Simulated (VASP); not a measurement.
Crystal: Mg3Sb2.

```
CELL_PARAMETERS angstrom
4.58200 0.00000 0.00000
-2.29100 3.96813 0.00000
0.00000 0.00000 7.24400
ATOMIC_POSITIONS crystal
Mg 0.33333 0.66667 0.63000
Mg 0.66667 0.33333 0.37000
Mg 0.00000 0.00000 0.00000
Sb 0.33333 0.66667 0.23500
Sb 0.66667 0.33333 0.76500
```

* Program: VASP 6.6.1
* Task: relaxation of cell and atoms
* Functional: PBEsol
* Potentials or basis: VASP PAW PBE potentials, release 64 (Mg, Sb)
* Cutoff: 600 eV
* k mesh: 9 × 9 × 5
* Occupations: gaussian, width 0.03 eV
* Spin: no spin polarisation

At the start: pressure -0.4 GPa; volume 26.34 Å³/atom.

Problem. Where does the relaxation end?

Solution. Over 6 steps the energy falls by 8.7 meV/atom and the volume is 25.78 Å³/atom (-2.1 %); space group P-3m1 (No. 164, to 0.05 Å).

The path:
```
step  energy change (eV)  largest force (eV/Å)  pressure (GPa)  volume (Å³)
   1              0.0000                0.4752           -0.37       131.71
   2             -0.0233                0.3305           -0.14       130.54
   3             -0.0358                0.1138            0.31       128.71
   4             -0.0423                0.0317           -0.09       129.45
   5             -0.0427                0.0279           -0.21       129.68
   6             -0.0437                0.0078            0.06       128.91
```

Final structure:
```yaml
crystal:
  lattice:
    - [4.55240, 0.00000, 0.00000]
    - [-2.27620, 3.94250, 0.00000]
    - [0.00000, 0.00000, 7.18246]
  atoms:
    - { symbol: Mg, position: [0.33333, 0.66667, 0.63261] }
    - { symbol: Mg, position: [0.66667, 0.33333, 0.36739] }
    - { symbol: Mg, position: [0.00000, 0.00000, 0.00000] }
    - { symbol: Sb, position: [0.33333, 0.66667, 0.22362] }
    - { symbol: Sb, position: [0.66667, 0.33333, 0.77638] }
```

Caveat: the PAW data sets were made with another functional, which shifts forces and pressure a little.
